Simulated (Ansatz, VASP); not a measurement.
This is a calculation of PbS (Galena) for Ansatz 0.2.0. 

Contents of input.yaml:

```yaml
crystal:
  lattice:
    - [0.0, 2.96575, 2.96575]
    - [2.96575, 0.0, 2.96575]
    - [2.96575, 2.96575, 0.0]
  atoms:
    - { symbol: Pb, position: [0.0, 0.0, 0.0] }
    - { symbol: S, position: [0.5, 0.5, 0.5] }
hamiltonian:
  xc: pbesol
  pseudopotentials: { kind: paw }
kpoints:
  mp_grid: { grid: [8, 8, 8] }
scf:
  occupations: { method: fermi_dirac, width: 0.05 }
output:
  forces: true
  stress: true
  eigenvalues: true
relax:
  f_tol: 0.01
  max_steps: 40
  cell: { stress_tol: 0.05 }
```

Potentials or basis: Ansatz PAW.

Run with:

```sh
$ ansatz run input.yaml --threads 1 --pin off --max-ram 3584MiB --backend cpu --events-out ev --progress --plain --runs-dir out
```

Task: What does the same run look like in VASP 6.6.1? Potentials or basis there: PBE PAW files Pb_d, S, 600 eV.

Result: As run (cutoffs and basis follow the program's own potentials, and thresholds, step limits or extra output files can differ):

File INCAR:

```
ALGO = Normal
EDIFF = 1E-7
EDIFFG = -0.01
ENCUT = 600
GGA = PS
IBRION = 2
ISIF = 3
ISMEAR = -1
LASPH = T
LCHARG = F
LREAL = F
LWAVE = F
NELM = 100
NSW = 40
PREC = Accurate
SIGMA = 0.05
```

Contents of KPOINTS:

```
k-points
0
Gamma
  8 8 8
```

Contents of POSCAR:

```
PbS
1.0
    0.0000000000      2.9657500000      2.9657500000
    2.9657500000      0.0000000000      2.9657500000
    2.9657500000      2.9657500000      0.0000000000
Pb S
1 1
Direct
    0.0000000000      0.0000000000      0.0000000000
    0.5000000000      0.5000000000      0.5000000000
```

Potentials or basis: VASP PAW PBE potentials, release 64 (Pb_d, S).

Run with:

```console
$ cat potpaw_PBE.64/Pb_d/POTCAR potpaw_PBE.64/S/POTCAR > POTCAR
$ mpirun -np 1 vasp_std > vasp.out
```

Both were run:

|  | Ansatz | VASP |
| --- | --- | --- |
| Relaxed volume | 25.70 Å³/atom | 25.71 Å³/atom |
| Relaxed cell | a = 4.174 Å, b = 4.174 Å, c = 4.174 Å, α = 60.00°, β = 60.00°, γ = 60.00° | a = 4.174 Å, b = 4.174 Å, c = 4.174 Å, α = 60.00°, β = 60.00°, γ = 60.00° |
| Space group after relaxing | Fm-3m (No. 225) | Fm-3m (No. 225) |
| Pressure after relaxing | 0.0 GPa | 0.0 GPa |

Ansatz's pressure holds a Pulay term of +0.01 GPa for its cutoff of 420 eV, which the other run lacks.

Ansatz's potentials were made for PBE. VASP's potentials were made for PBE.

Where Ansatz's input types no cutoff or centring, it takes its own default and a Γ-centred mesh.

Pressure is positive in compression.
